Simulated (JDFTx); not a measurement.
The system is Ca.

```
Ca
1.0
     0.00000    2.79420    2.79420
     2.79420    0.00000    2.79420
     2.79420    2.79420    0.00000
Ca
1
Cartesian
  0.0000 0.0000 0.0000
```

```yaml
Program: JDFTx 1.7.0 (patched build)
Task: relaxation of cell and atoms
Functional: PBE
Potentials_or_basis: SG15-PBE-1.2 with smoothed tails
Cutoff: 1088 eV
Density_cutoff: 4354 eV
k_mesh: 8 × 8 × 8
Occupations: fermi-dirac, width 0.05 eV
Spin: no spin polarisation
```

At the start: pressure -0.6 GPa; volume 43.63 Å³/atom.

Question: How do energy, volume and symmetry change on relaxing?

Answer: Over 5 steps the energy falls by 2.8 meV/atom and the volume is 42.12 Å³/atom (-3.5 %); space group Fm-3m (No. 225, to 0.05 Å).

Step by step:
| step | energy change (eV) | largest force (eV/Å) | pressure (GPa) | volume (Å³) |
| --- | --- | --- | --- | --- |
| 1 | 0.0000 | 0.0000 | -0.57 | 43.63 |
| 2 | -0.0008 | 0.0000 | -0.48 | 43.38 |
| 3 | -0.0028 | 0.0000 | 0.01 | 42.08 |
| 4 | -0.0028 | 0.0000 | 0.00 | 42.12 |
| 5 | -0.0028 | 0.0000 | 0.00 | 42.12 |

Final structure:
```xyz
1
Lattice="0.0000 2.7616 2.7616 2.7616 0.0000 2.7616 2.7616 2.7616 0.0000" Properties=species:S:1:pos:R:3 pbc="T T T"
Ca    0.0000    0.0000    0.0000
```
